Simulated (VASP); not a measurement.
# I (Im-3m) in VASP: further runs

The runs below take I through single point, with PBE.

Program: VASP 6.6.1. These are calculated values, not measurements. Logs are shortened: lines on timing, memory, paths and dates and some standing lists are left out, and cuts for length are marked.

## Step 1: Starting point

It takes space group Im-3m (No. 229, cubic). The conventional cell has a = 4.179 Å, b = 4.179 Å, c = 4.179 Å, α = 90.00°, β = 90.00°, γ = 90.00°. Around I (site symmetry m-3m) lie 8 I at 3.62 Å.

The real solid is made of molecules; this cell is a model form.

## Step 2: Single point, PBE

Contents of INCAR:

```
SYSTEM = I
PREC = Accurate
ENCUT = 220
EDIFF = 1E-6
ISMEAR = 0
SIGMA = 0.05
LREAL = .FALSE.
LASPH = .TRUE.
NELM = 100
ALGO = Normal
ISIF = 2
LWAVE = .FALSE.
LCHARG = .FALSE.
GGA = PE
NBANDS = 10
ADDGRID = .FALSE.
```

Contents of KPOINTS:

```
Automatic mesh
0
G
  7 7 7
  0 0 0
```

Contents of POSCAR:

```
I
1.0
   -2.1240960000      2.1667550000      2.1089740000
    2.1114880000     -2.1329730000      2.0625830000
    2.0399160000      2.0487930000     -2.0751920000
I
1
Direct
    0.0126280000     -0.0160290000     -0.0040210000
```

Potentials or basis: VASP PAW PBE potentials, release 64 (I).

Started as:

```bash
$ cat potpaw_PBE.64/I/POTCAR > POTCAR
$ mpirun -np 1 vasp_std > vasp.out
```

OUTCAR:

```text
SYSTEM = I
   PREC = Accurate
   ENCUT = 220
   EDIFF = 1E-6
   ISMEAR = 0
   LREAL = .FALSE.
   LASPH = .TRUE.
   NELM = 100
   ISIF = 2
   GGA = PE

 Found    172 irreducible k-points:

 Following reciprocal coordinates:
            Coordinates               Weight
  0.000000  0.000000  0.000000      1.000000
  0.142857  0.000000 -0.000000      2.000000
  0.285714  0.000000  0.000000      2.000000
  0.428571  0.000000 -0.000000      2.000000
 -0.000000  0.142857  0.000000      2.000000
  0.142857  0.142857 -0.000000      2.000000
   k-points           NKPTS =    172   k-points in BZ     NKDIM =    172   number of bands    NBANDS=     10
   number of dos      NEDOS =    301   number of ions     NIONS =      1
   total plane-waves  NPLWV =   5832
   dimension x,y,z NGX =    18 NGY =   18 NGZ =   18
   dimension x,y,z NGXF=    36 NGYF=   36 NGZF=   36
   ions per type =               1
   NGX,Y,Z   is equivalent  to a cutoff of   8.10,  8.22,  8.41 a.u.
   NGXF,Y,Z  is equivalent  to a cutoff of  16.20, 16.43, 16.82 a.u.
 SYSTEM =  I
   PREC   = accura    normal or accurate (medium, high low for compatibility)
   ISTART =      0    job   : 0-new  1-cont  2-samecut
   ICHARG =      2    charge: 1-file 2-atom 10-const
   ISPIN  =      1    spin polarized calculation?
   LNONCOLLINEAR =      F non collinear calculations
   LSORBIT =      F    spin-orbit coupling
   LASPH  =      T    aspherical Exc in radial PAW
   ENCUT  =  220.0 eV  16.17 Ry    4.02 a.u.   4.47  4.40  4.30*2*pi/ulx,y,z
   NELM   =    100;   NELMIN=  2; NELMDL= -5     # of ELM steps
   EDIFF  = 0.1E-05   stopping-criterion for ELM
   LREAL  =      F    real-space projection
   EDIFFG = 0.1E-04   stopping-criterion for IOM
   NSW    =      0    number of steps for IOM
   IBRION =     -1    ionic relax: 0-MD 1-quasi-New 2-CG
   NFREE  =      0    steps in history (QN), initial steepest desc. (CG)
   ISIF   =      2    stress and relaxation
   ISYM   =      2    0-nonsym 1-usesym 2-fastsym
   POTIM  = 0.5000    time-step for ionic-motion
   TEBEG  =    0.0;   TEEND  =   0.0 temperature during run
   PSTRESS=    0.0 pullay stress
   NELECT =       7.0000    total number of electrons
   NUPDOWN=      -1.0000    fix difference up-down
   EMIN   =  10.00;   EMAX   =-10.00  energy-range for DOS
   EFERMI =   0.00;   METHOD = LEGACY
   ISMEAR =     0;   SIGMA  =   0.05  broadening in eV -4-tet -1-fermi 0-gaus
   EFERMI_NEDOS =   21; number of points for ismear=-14 and -15
   IALGO  =     38    algorithm
   IMIX   =      4    mixing-type and parameters
     AMIX     =   0.40;   BMIX     =  1.00
     AMIX_MAG =   1.60;   BMIX_MAG =  1.00
  volume/ion in A,a.u.               =      36.48       246.21
  Fermi-wavevector in a.u.,A,eV,Ry     =   0.944215  1.784308 12.130170  0.891542
  Thomas-Fermi vector in A             =   2.071998
   LORBIT       =      0    0 simple, 1 ext, 2 COOP (PROOUT), +10 PAW based schemes
   GGA     = PE    functional components
   LHFCALC =     F    Hartree Fock is set to
   AEXX    =    0.0000 exact exchange contribution
   IVDW    =     0    specifies the selected vdW correction
   LEPSILON=     F    determine dielectric tensor
   LRPA    =     F    only Hartree local field effects (RPA)
 non-spin polarized calculation
 Gauss-broadening in eV      SIGMA  =   0.05
  energy-cutoff  :      220.00
  volume of cell :       36.48
 maximum number of plane-waves:       277
 NGX is ok and might be reduce to    18

 number of electron       6.9999999 magnetization

 Free energy of the ion-electron system (eV)
  ---------------------------------------------------
  ext. energy  EPLUGINS =         0.00000000
  ---------------------------------------------------
  free energy    TOTEN  =        -1.06491703 eV

  energy without entropy =       -1.06386861  energy(sigma->0) =       -1.06439282

 E-fermi :   4.0215     XC(G=0):  -8.9186

 val. band max:        4.0033162698   @ k =  -0.0000   0.4286   0.1429
 cond. band min:       4.0767832126   @ k =   0.0000   0.1429   0.4286
 fundamental gap:      0.0734669428
 Fermi energy:         4.0214726669

 k-point     1 :       0.0000    0.0000    0.0000
  band No.  band energies     occupation
      1      -9.1904      2.00000
      2       4.7228      0.00000
      3       4.9003      0.00000
      4       5.0363      0.00000
      5      10.9164      0.00000
      6      13.6448      0.00000
      7      13.7667      0.00000
      8      14.1675      0.00000
      9      16.0752      0.00000
     10      16.2901      0.00000

 k-point     2 :       0.1429    0.0000   -0.0000
  band No.  band energies     occupation
      1      -8.9898      2.00000
      2       3.5501      2.00000
      3       4.5221      0.00000
      4       4.9200      0.00000
      5      11.7265      0.00000
      6      13.0379      0.00000
      7      13.4201      0.00000
      8      14.9258      0.00000
      9      15.4181      0.00000
     10      15.6405      0.00000

 k-point     3 :       0.2857    0.0000    0.0000
  band No.  band energies     occupation
      1      -8.4729      2.00000
      2       1.4440      2.00000
      3       3.8958      1.99962
      4       4.7878      0.00000
      5      10.8333      0.00000
      6      12.0478      0.00000
      7      14.9803      0.00000
      8      15.6585      0.00000
      9      16.7884      0.00000
     10      17.4446      0.00000

 k-point     4 :       0.4286    0.0000   -0.0000
  band No.  band energies     occupation
      1      -7.9596      2.00000
      2      -0.0069      2.00000
      3       3.4731      2.00000
      4       4.6860      0.00000
      5      10.0682      0.00000
      6      11.4941      0.00000
      7      16.5189      0.00000
      8      16.6828      0.00000
      9      18.0463      0.00000
     10      18.7739      0.00000

 k-point     5 :      -0.0000    0.1429    0.0000
  band No.  band energies     occupation
      1      -8.9785      2.00000
      2       3.6258      2.00000
      3       4.4220      0.00000
      4       4.8869      0.00000
      5      11.7159      0.00000
      6      12.9730      0.00000
      7      13.5652      0.00000
      8      14.7060      0.00000
      9      15.4301      0.00000
     10      15.5262      0.00000

 k-point     6 :       0.1429    0.1429   -0.0000
  band No.  band energies     occupation
      1      -8.6010      2.00000
      2       2.0856      2.00000
      3       3.8939      1.99969
      4       4.6734      0.00000
      5      11.9055      0.00000
      6      12.2808      0.00000
      7      13.3694      0.00000
      8      15.0212      0.00000
      9      16.5765      0.00000
     10      17.4958      0.00000

 [... further k-points ...]

------------------------ aborting loop because EDIFF is reached ----------------------------------------

  FORCE on cell =-STRESS in cart. coord.  units (eV):
  Direction    XX          YY          ZZ          XY          YZ          ZX
  --------------------------------------------------------------------------------------
  -------------------------------------------------------------------------------------
  Total       -0.0555019     -0.1246609     -0.0857157     -0.2436675      0.0312424     -0.0355033
  in kB       -2.4372972     -5.4743336     -3.7641042    -10.7003644      1.3719707     -1.5590840
  external PRESSURE =      -3.8919116 kB  Pullay stress =       0.0000000 kB

 VOLUME and BASIS-vectors are now :
 -----------------------------------------------------------------------------
  energy-cutoff  :      220.00
  volume of cell :       36.48
      direct lattice vectors                 reciprocal lattice vectors
    -2.124096000  2.166755000  2.108974000     0.005496097  0.235420953  0.237828778
     2.111488000 -2.132973000  2.062583000     0.241671392  0.002899229  0.240425590
     2.039916000  2.048793000 -2.075192000     0.245788549  0.242134979 -0.001217987

 POSITION                                       TOTAL-FORCE (eV/Angst)
 -----------------------------------------------------------------------------------
      4.08253     -0.03087     -0.01069        -0.000000      0.000000      0.000000
 -----------------------------------------------------------------------------------
    total drift:                                0.000001     -0.000001     -0.000001

  FREE ENERGIE OF THE ION-ELECTRON SYSTEM (eV)
  ---------------------------------------------------
  free  energy   TOTEN  =        -1.0649170320 eV

  energy  without entropy=       -1.0638686105  energy(sigma->0) =       -1.06439282
```

It took 7.9 s on 1 thread of Intel Xeon Platinum 8488C (Sapphire Rapids), shared host; peak memory 0.12 GiB.

These settings aren't checked as converged: the numbers below hold their error.

Results:

```
Free energy            : -1.0649 eV
Pressure               : -0.4 GPa
Band gap on the k mesh : none (metal or under the smearing width)
```

Caveat: an odd number of electrons without spin polarisation forces a metal; a magnetic or distorted state may lie lower.

## Step 3: Single point, PBE

This run uses another cell than the first one, of the same volume but with other edges.

INCAR: that of step 2 with these lines changed.

```diff
@@ -2,3 +2,3 @@
 PREC = Accurate
-ENCUT = 220
+ENCUT = 460
 EDIFF = 1E-6
```

Contents of KPOINTS:

```
Automatic mesh
0
G
  5 5 5
  0 0 0
```

Contents of POSCAR:

```
I
1.0
   -2.0893754423      2.0893754423      2.0893754423
    2.0893754423     -2.0893754423      2.0893754423
    2.0893754423      2.0893754423     -2.0893754423
I
1
Direct
    0.0000000000      0.0000000000      0.0000000000
```

Potentials or basis: VASP PAW PBE potentials, release 64 (I).

Started as:

```bash
$ cat potpaw_PBE.64/I/POTCAR > POTCAR
$ mpirun -np 1 vasp_std > vasp.out
```

Wall time 3.2 s (1 thread of Intel Xeon Platinum 8488C (Sapphire Rapids), shared host); peak memory 0.14 GiB.

These settings aren't checked as converged: the numbers below hold their error.

Results:

```
Free energy            : -1.1169 eV
Pressure               : -1.0 GPa
Band gap on the k mesh : none (metal or under the smearing width)
```

Caveat: the k mesh is coarse (spacing up to 0.43 Å⁻¹), so the values aren't converged; an odd number of electrons without spin polarisation forces a metal; a magnetic or distorted state may lie lower.

## Step 4: For comparison

An earlier run on the cell as given: functional PBE; potentials or basis VASP PAW PBE potentials, release 64 (I); cutoff 520 eV; k mesh 9 × 9 × 9; occupations fermi-dirac, width 0.05 eV; no spin polarisation.

* Pressure: -0.2 GPa
* Band gap on the k mesh: none (metal or under the smearing width)
